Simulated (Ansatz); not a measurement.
## Transmission past a defect: armchair graphene nanoribbon (N = 9, H2 edges), B and N in place of neighbours C and C

Aim: how much does this defect scatter, and at which energies?

Program: Ansatz 0.2.0. Level of theory: DFT PBE, plane waves, PAW; relaxation of a wire's period, in the first sound run; inputs show where later runs differ. Results are calculated unless marked as measured.

Report form: the programs' logs are mostly left out.

## Step 1: The starting structure

The cell holds 26 atoms: 18 C and 8 H. Cell: a = 17.981 Å, b = 8.760 Å, c = 4.260 Å, α = 90.0°, β = 90.0°, γ = 90.0°. Vacuum lies along a and b. The structure's axis is c.

## Step 2: Relaxing the period

Band widths follow the bond lengths, so the wire is relaxed first. The atoms and the third cell vector are free; the box across stays fixed as vacuum. A Fermi-Dirac smearing is set since the result may be a metal. The pressure printed is a third of the stress's trace over the whole box, vacuum included; only the stress along the axis is relaxed.

Contents of input.yaml:

```yaml
crystal:
  lattice:
    - [17.981, 0.0, 0.0]
    - [0.0, 8.76, 0.0]
    - [0.0, 0.0, 4.26]
  atoms:
    - { symbol: C, position: [0.226437727, 0.5, 0.0] }
    - { symbol: C, position: [0.363221674, 0.5, 0.0] }
    - { symbol: C, position: [0.50000562, 0.5, 0.0] }
    - { symbol: C, position: [0.636789567, 0.5, 0.0] }
    - { symbol: C, position: [0.773573514, 0.5, 0.0] }
    - { symbol: C, position: [0.226437727, 0.5, 0.333333333] }
    - { symbol: C, position: [0.363221674, 0.5, 0.333333333] }
    - { symbol: C, position: [0.50000562, 0.5, 0.333333333] }
[... 14 atom lines left out ...]
    - { symbol: H, position: [0.194649908, 0.600456621, 0.922535211] }
    - { symbol: H, position: [0.194649908, 0.399543379, 0.922535211] }
    - { symbol: H, position: [0.805361333, 0.600456621, 0.922535211] }
    - { symbol: H, position: [0.805361333, 0.399543379, 0.922535211] }
kpoints:
  mp_grid: { grid: [1, 1, 19] }
scf:
  occupations: { method: fermi_dirac, width: 0.05 }
hamiltonian:
  xc: pbe
relax:
  cell: { fix: [a, b, alpha, beta, gamma] }
  max_steps: 60
```

Run with:

```bash
$ ansatz run input.yaml --threads 16 --pin off --max-ram 61440MiB --backend cuda --events-out ev --progress --plain --runs-dir out --max-vram 78GiB
```

It took 3.4 s on 1 × NVIDIA GB200 with 16 threads of Arm Neoverse V2, shared host; peak memory 1.2 GiB; 15 s of CPU time.

The steps of the relaxation:

| step | energy less that of the first step (eV) | largest force component (eV/Å) | pressure (GPa) | volume (Å³) |
| --- | --- | --- | --- | --- |
| 1 | 0.0000 | 2.6509 | 2.84 | 671.01 |
| 2 | -0.9307 | 1.0584 | 0.94 | 674.41 |
| 3 | -1.0585 | 0.3157 | 0.12 | 676.73 |
| 4 | -1.0644 | 0.1456 | 0.23 | 676.41 |
| 5 | -1.0681 | 0.0155 | 0.00 | 677.47 |
| 6 | -1.0682 | 0.0061 | -0.01 | 677.50 |
| 7* | -1.0746 | 0.0054 | 0.01 | 677.50 |

Relaxation steps marked * repeat the geometry before them on a plane-wave basis chosen anew for their cell, so energy and pressure can jump there.

Forces are held to the 8 operations that the run works with; a distortion that breaks them can't arise in this run.

| cell as run | before | after | change |
| --- | --- | --- | --- |
| c (Å) | 4.260 | 4.301 | +1.0 % |

The atoms that moved most (Å, along periodic axes as changes of fractional coordinates times the final cell, across vacuum about the mean position):

| atom | dx | dy | dz | length |
| --- | --- | --- | --- | --- |
| H24 | -0.100 | 0.011 | -0.073 | 0.125 |
| H23 | -0.100 | -0.011 | -0.073 | 0.125 |
| H11 | -0.100 | -0.011 | 0.073 | 0.125 |
| H12 | -0.100 | 0.011 | 0.073 | 0.125 |
| H25 | 0.100 | -0.011 | -0.073 | 0.125 |
| H26 | 0.100 | 0.011 | -0.073 | 0.125 |
| H13 | 0.100 | -0.011 | 0.073 | 0.125 |
| H14 | 0.100 | 0.011 | 0.073 | 0.125 |

This step gave:

```yaml
cell_length_along_the_wire: 4.301 Å
```

The cell's length comes to 4.301 Å with spin left out.

## Step 3: The perfect wire

This step: DFT PBE, plane waves, PAW; channels and complex bands of a perfect wire (Ansatz 0.2.0).

At the relaxed period the Bloch states of the perfect wire are found at each energy: those that move forward count the open channels, and those that decay describe how a disturbance dies away inside the wire itself. An energy step of 0.035 eV is under the 0.039 eV that the program asks for its thermal average at 300 K.

Contents of input.yaml:

```yaml
crystal:
  lattice:
    - [17.981, 0.0, 0.0]
    - [0.0, 8.76, 0.0]
    - [0.0, 0.0, 4.301190032]
  atoms:
    - { symbol: C, position: [0.221075502, 0.5, 0.989100468] }
    - { symbol: C, position: [0.36286923, 0.5, 0.998769312] }
    - { symbol: C, position: [0.5, 0.5, 0.001315477] }
    - { symbol: C, position: [0.63713077, 0.5, 0.998769312] }
    - { symbol: C, position: [0.778924498, 0.5, 0.989100468] }
    - { symbol: C, position: [0.221075502, 0.5, 0.344232866] }
    - { symbol: C, position: [0.36286923, 0.5, 0.334564022] }
    - { symbol: C, position: [0.5, 0.5, 0.332017856] }
[... 14 atom lines left out ...]
    - { symbol: H, position: [0.189060182, 0.599147136, 0.905498227] }
    - { symbol: H, position: [0.189060182, 0.400852864, 0.905498227] }
    - { symbol: H, position: [0.810939818, 0.599147136, 0.905498227] }
    - { symbol: H, position: [0.810939818, 0.400852864, 0.905498227] }
kpoints:
  mp_grid: { grid: [1, 1, 19] }
scf:
  occupations: { method: fermi_dirac, width: 0.05 }
hamiltonian:
  xc: pbe
output:
  transmission:
    e_range: [-1.5, 1.5]
    de: 0.035
    kmesh: [1, 1]
    reduced_basis: true
    leads: [[0, 0]]
```

Run time: 5.1 min. Hardware: 1 × NVIDIA GB200 with 16 threads; peak memory 20 GiB.

Numbers from this step:

```yaml
channels_of_the_lower_lead: 0
conductance_of_the_lead_as_this_run_defines_it: 1.03e-12 G₀
slowest_decay_in_the_lead_at_its_filling_level: 0.1288 Å⁻¹
band_gap_on_the_path_through_both_edges: 1.465 eV
```

The open channels of the lead, one spin by energy, zero at the Fermi level:

| energy (eV) | open channels of the lead, one spin |
| --- | --- |
| -1.50 | 2 |
| -1.43 | 2 |
| -1.32 | 2 |
| -1.25 | 2 |
| -1.19 | 2 |
| -1.11 | 2 |
| -1.01 | 1 |
| -0.94 | 1 |
| -0.87 | 1 |
| -0.77 | 1 |
| -0.69 | 0 |
| -0.62 | 0 |
| -0.52 | 0 |
| -0.45 | 0 |
| -0.38 | 0 |
| -0.31 | 0 |
| -0.20 | 0 |
| -0.14 | 0 |
| -0.07 | 0 |
| 0.01 | 0 |
| 0.04 | 0 |
| 0.11 | 0 |
| 0.18 | 0 |
| 0.28 | 0 |
| 0.35 | 0 |
| 0.42 | 0 |
| 0.49 | 0 |
| 0.60 | 0 |
| 0.67 | 0 |
| 0.74 | 1 |
| 0.84 | 2 |
| 0.92 | 2 |
| 0.98 | 2 |
| 1.09 | 2 |
| 1.16 | 2 |
| 1.23 | 2 |
| 1.30 | 2 |
| 1.41 | 2 |
| 1.48 | 3 |

The slowest values at each energy, most degenerate partners merged, listed up to 1.5 1/Å. The Im kz of the slowest decaying states by energy, zero at the Fermi level:

| energy (eV) | decay 1 (Å⁻¹) | decay 2 (Å⁻¹) | decay 3 (Å⁻¹) | decay 4 (Å⁻¹) |
| --- | --- | --- | --- | --- |
| -1.500 | 0.157 | 0.397 | 0.434 | 0.446 |
| -1.395 | 0.167 | 0.414 | 0.441 | 0.455 |
| -1.290 | 0.175 | 0.428 | 0.447 | 0.463 |
| -1.185 | 0.183 | 0.439 | 0.453 | 0.470 |
| -1.115 | 0.187 | 0.445 | 0.456 | 0.474 |
| -1.010 | 0.0126 | 0.192 | 0.453 | 0.462 |
| -0.905 | 0.0629 | 0.196 | 0.458 | 0.467 |
| -0.800 | 0.0852 | 0.200 | 0.462 | 0.471 |
| -0.695 | 0.0593 | 0.100 | 0.202 | 0.465 |
| -0.590 | 0.111 | 0.113 | 0.204 | 0.466 |
| -0.485 | 0.119 | 0.143 | 0.205 | 0.466 |
| -0.415 | 0.123 | 0.158 | 0.205 | 0.465 |
| -0.310 | 0.127 | 0.175 | 0.205 | 0.463 |
| -0.205 | 0.130 | 0.187 | 0.204 | 0.460 |
| -0.100 | 0.13 | 0.194 | 0.203 | 0.456 |
| 0.005 | 0.129 | 0.197 | 0.200 | 0.450 |
| 0.110 | 0.126 | 0.196 | 0.444 | 0.501 |
| 0.215 | 0.121 | 0.191 | 0.193 | 0.437 |
| 0.285 | 0.117 | 0.184 | 0.190 | 0.431 |
| 0.390 | 0.108 | 0.170 | 0.185 | 0.422 |
| 0.495 | 0.0966 | 0.148 | 0.179 | 0.411 |
| 0.600 | 0.0809 | 0.116 | 0.172 | 0.400 |
| 0.705 | 0.0551 | 0.0578 | 0.164 | 0.387 |
| 0.810 | 0.154 | 0.372 | 0.504 | 0.512 |
| 0.915 | 0.143 | 0.355 | 0.503 | 0.514 |
| 0.985 | 0.135 | 0.344 | 0.501 | 0.505 |
| 1.090 | 0.120 | 0.324 | 0.472 | 0.500 |
| 1.195 | 0.103 | 0.301 | 0.438 | 0.498 |
| 1.300 | 0.0799 | 0.274 | 0.401 | 0.494 |
| 1.405 | 0.0440 | 0.243 | 0.362 | 0.475 |

By hand: a barrier of this wire, of length L, would pass T ∝ exp(−2κL) at this energy; with κ = 0.129 Å⁻¹ one decade takes ln 10 / (2κ) = 8.94 Å.

At the computed energy nearest the Fermi level there are 0 channels a spin, and the thermal average gives 1.0e-12 G₀; the gap is 1.46 eV.

## Step 4: Relaxation of the scattering region

This step: DFT PBE, plane waves, PAW; relaxation of a junction in a wire, ends held (Ansatz 0.2.0).

System of this step: armchair graphene nanoribbon (N = 9, H2 edges), B and N in place of neighbours C and C. The cell holds 182 atoms: 124 C, 56 H, 1 B and 1 N. Its edges and angles: a = 17.981 Å, b = 8.760 Å, c = 30.108 Å, α = 90.0°, β = 90.0°, γ = 90.0°. Regions: held atoms, 104 atoms (72 C and 32 H); free atoms, 78 atoms (52 C, 24 H, 1 B and 1 N). Vacuum lies along a and b. The structure's axis is c.

78 atoms at the defect are free to relax, while 104 stay where the perfect wire has them, so that the ends still repeat as a lead.

Contents of input.yaml:

```yaml
crystal:
  lattice:
    - [17.981, 0.0, 0.0]
    - [0.0, 8.76, 0.0]
    - [0.0, 0.0, 30.1083302243]
  atoms:
    - { symbol: C, position: [0.221075502, 0.5, 0.998442924] }
    - { symbol: C, position: [0.36286923, 0.5, 0.999824187] }
    - { symbol: C, position: [0.5, 0.5, 0.000187925] }
    - { symbol: C, position: [0.63713077, 0.5, 0.999824187] }
    - { symbol: C, position: [0.778924498, 0.5, 0.998442924] }
    - { symbol: C, position: [0.221075502, 0.5, 0.049176124] }
    - { symbol: C, position: [0.36286923, 0.5, 0.04779486] }
    - { symbol: C, position: [0.5, 0.5, 0.047431122] }
    - { symbol: C, position: [0.63713077, 0.5, 0.04779486] }
    - { symbol: C, position: [0.778924498, 0.5, 0.049176124] }
    - { symbol: H, position: [0.189060182, 0.599147136, 0.061119301] }
    - { symbol: H, position: [0.189060182, 0.400852864, 0.061119301] }
    - { symbol: H, position: [0.810939818, 0.599147136, 0.061119301] }
    - { symbol: H, position: [0.810939818, 0.400852864, 0.061119301] }
    - { symbol: C, position: [0.295270406, 0.5, 0.072154724] }
    - { symbol: C, position: [0.43125806, 0.5, 0.071416407] }
    - { symbol: C, position: [0.56874194, 0.5, 0.071416407] }
    - { symbol: C, position: [0.704729594, 0.5, 0.072154724] }
    - { symbol: C, position: [0.295270406, 0.5, 0.118321466] }
    - { symbol: C, position: [0.43125806, 0.5, 0.119059784] }
    - { symbol: C, position: [0.56874194, 0.5, 0.119059784] }
    - { symbol: C, position: [0.704729594, 0.5, 0.118321466] }
    - { symbol: H, position: [0.189060182, 0.599147136, 0.12935689] }
    - { symbol: H, position: [0.189060182, 0.400852864, 0.12935689] }
    - { symbol: H, position: [0.810939818, 0.599147136, 0.12935689] }
    - { symbol: H, position: [0.810939818, 0.400852864, 0.12935689] }
    - { symbol: C, position: [0.221075502, 0.5, 0.141300067] }
    - { symbol: C, position: [0.36286923, 0.5, 0.14268133] }
    - { symbol: C, position: [0.5, 0.5, 0.143045068] }
    - { symbol: C, position: [0.63713077, 0.5, 0.14268133] }
    - { symbol: C, position: [0.778924498, 0.5, 0.141300067] }
    - { symbol: C, position: [0.221075502, 0.5, 0.192033267] }
    - { symbol: C, position: [0.36286923, 0.5, 0.190652003] }
    - { symbol: C, position: [0.5, 0.5, 0.190288265] }
    - { symbol: C, position: [0.63713077, 0.5, 0.190652003] }
    - { symbol: C, position: [0.778924498, 0.5, 0.192033267] }
    - { symbol: H, position: [0.189060182, 0.599147136, 0.203976444] }
    - { symbol: H, position: [0.189060182, 0.400852864, 0.203976444] }
    - { symbol: H, position: [0.810939818, 0.599147136, 0.203976444] }
    - { symbol: H, position: [0.810939818, 0.400852864, 0.203976444] }
    - { symbol: C, position: [0.295270406, 0.5, 0.215011867] }
    - { symbol: C, position: [0.43125806, 0.5, 0.21427355] }
[... 6 lines left out ...]
    - { symbol: H, position: [0.189060182, 0.599147136, 0.272214032] }
    - { symbol: H, position: [0.189060182, 0.400852864, 0.272214032] }
    - { symbol: H, position: [0.810939818, 0.599147136, 0.272214032] }
    - { symbol: H, position: [0.810939818, 0.400852864, 0.272214032] }
[... 10 lines left out ...]
    - { symbol: H, position: [0.189060182, 0.599147136, 0.346833587] }
    - { symbol: H, position: [0.189060182, 0.400852864, 0.346833587] }
    - { symbol: H, position: [0.810939818, 0.599147136, 0.346833587] }
    - { symbol: H, position: [0.810939818, 0.400852864, 0.346833587] }
[... 8 lines left out ...]
    - { symbol: H, position: [0.189060182, 0.599147136, 0.415071175] }
    - { symbol: H, position: [0.189060182, 0.400852864, 0.415071175] }
    - { symbol: H, position: [0.810939818, 0.599147136, 0.415071175] }
    - { symbol: H, position: [0.810939818, 0.400852864, 0.415071175] }
    - { symbol: B, position: [0.221075502, 0.5, 0.427014353], spin: 0.2 }
[... 4 lines left out ...]
    - { symbol: "N", position: [0.221075502, 0.5, 0.477747552] }
[... 4 lines left out ...]
    - { symbol: H, position: [0.189060182, 0.599147136, 0.489690729] }
    - { symbol: H, position: [0.189060182, 0.400852864, 0.489690729] }
    - { symbol: H, position: [0.810939818, 0.599147136, 0.489690729] }
    - { symbol: H, position: [0.810939818, 0.400852864, 0.489690729] }
[... 8 lines left out ...]
    - { symbol: H, position: [0.189060182, 0.599147136, 0.557928318] }
    - { symbol: H, position: [0.189060182, 0.400852864, 0.557928318] }
[... 64 lines left out ...]
    - { symbol: H, position: [0.189060182, 0.599147136, 0.918262158] }
    - { symbol: H, position: [0.189060182, 0.400852864, 0.918262158] }
    - { symbol: H, position: [0.810939818, 0.599147136, 0.918262158] }
    - { symbol: H, position: [0.810939818, 0.400852864, 0.918262158] }
    - { symbol: C, position: [0.295270406, 0.5, 0.929297581] }
    - { symbol: C, position: [0.43125806, 0.5, 0.928559264] }
    - { symbol: C, position: [0.56874194, 0.5, 0.928559264] }
    - { symbol: C, position: [0.704729594, 0.5, 0.929297581] }
    - { symbol: C, position: [0.295270406, 0.5, 0.975464324] }
    - { symbol: C, position: [0.43125806, 0.5, 0.976202641] }
    - { symbol: C, position: [0.56874194, 0.5, 0.976202641] }
    - { symbol: C, position: [0.704729594, 0.5, 0.975464324] }
    - { symbol: H, position: [0.189060182, 0.599147136, 0.986499747] }
    - { symbol: H, position: [0.189060182, 0.400852864, 0.986499747] }
    - { symbol: H, position: [0.810939818, 0.599147136, 0.986499747] }
    - { symbol: H, position: [0.810939818, 0.400852864, 0.986499747] }
magnetization:
  spin_polarized: true
kpoints:
  mp_grid: { grid: [1, 1, 1] }
scf:
  occupations: { method: fermi_dirac, width: 0.1 }
hamiltonian:
  xc: pbe
relax:
  constraints:
    - { sites: [0, 1, 2, 3, 4, 5, 6, 7, 8, 9, 10, 11, 12, 13, 14, 15, 16, 17, 18, 19, 20, 21, 22, 23, 24, 25, 26, 27, 28, 29, 30, 31, 32, 33, 34, 35, 36, 37, 38, 39, 40, 41, 42, 43, 44, 45, 46, 47, 48, 49, 50, 51, 130, 131, 132, 133, 134, 135, 136, 137, 138, 139, 140, 141, 142, 143, 144, 145, 146, 147, 148, 149, 150, 151, 152, 153, 154, 155, 156, 157, 158, 159, 160, 161, 162, 163, 164, 165, 166, 167, 168, 169, 170, 171, 172, 173, 174, 175, 176, 177, 178, 179, 180, 181] }
  f_tol: 0.04
  max_steps: 35
```

Run time: 14 s. Hardware: 1 × NVIDIA GB200 with 16 threads; peak memory 2.2 GiB; 43 s of CPU time.

Relaxation path:

| step | energy less that of the first step (eV) | largest force component (eV/Å) |
| --- | --- | --- |
| 1 | 0.0000 | 3.1550 |
| 2 | -0.7522 | 1.6861 |
| 3 | -0.8741 | 0.3011 |
| 4 | -0.8786 | 0.0611 |
| 5 | -0.8796 | 0.0598 |
| 6 | -0.8798 | 0.0258 |

The run keeps the 2 symmetry operations that it works with, so distortions that break them were not tested.

The atoms that moved most (Å):

| atom | dx | dy | dz | length |
| --- | --- | --- | --- | --- |
| H76 | -0.200 | -0.130 | 0.097 | 0.257 |
| H75 | -0.200 | 0.130 | 0.097 | 0.257 |
| H90 | 0.099 | 0.060 | 0.065 | 0.132 |
| H89 | 0.099 | -0.060 | 0.065 | 0.132 |
| B79 | -0.115 | 0.000 | -0.004 | 0.116 |
| N84 | 0.044 | 0.000 | 0.074 | 0.086 |
| C93 | 0.029 | 0.000 | 0.027 | 0.039 |
| C71 | -0.027 | 0.000 | -0.004 | 0.027 |

Numbers from this step:

```
energy at zero smearing : -32549.3624 eV
```

The largest force component on a free atom ends at 0.026 eV/Å, under the limit of 0.04. B ends nearest to H at 1.22 Å, H at 1.22 Å, C at 1.58 Å and N at 1.61 Å.

(Continued in part 2 of 2.)

[Logs are printed without paths, hosts, clocks, repeated set-up lines and the standing remarks that a program may print on its own settings, such as how far it seeks lower states.]

[Hosts, paths, dates, database ids (printed as entryN), source tags and the programs' standing remarks are cut or masked in the printed files.]
